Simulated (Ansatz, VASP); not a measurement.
Hf in VASP and in Ansatz

```
Hf
1.0
     3.19670    0.00000    0.00000
    -1.59835    2.76842    0.00000
     0.00000    0.00000    5.05780
Hf
2
Direct
  0.33333 0.66667 0.25000
  0.66667 0.33333 0.75000
```

Alike in both runs: task electric field gradients; functional PBE; k mesh 13 × 13 × 7; occupations fermi-dirac, width 0.05 eV; no spin polarisation.

|  | VASP | Ansatz |
| --- | --- | --- |
| version | VASP 6.6.1 | Ansatz 0.2.0 |
| potentials or method | VASP PAW PBE potentials, release 64 (Hf_pv), cutoff 520 eV | all-electron PAW with datasets made for the crystal, scalar-relativistic |

Ansatz gave:

```
pressure (GPa)                                                 : 0.8
largest component of the traceless stress (GPa)                : 0.07
Vzz of the field gradient on the site that differs most (V/Å²) : 90.8
```

Task: Estimate VASP's values.

Result: Pressure (GPa): 0.3; largest component of the traceless stress (GPa): 0.15; Vzz of the field gradient on the site that differs most (V/Å²): 82.0.

Ansatz ran all-electron here, so the differences hold the error of VASP's frozen core and of both bases. Ansatz warned: «gradients_without_spin_orbit».

Spin-orbit coupling is left out, which matters for the levels of Hf.
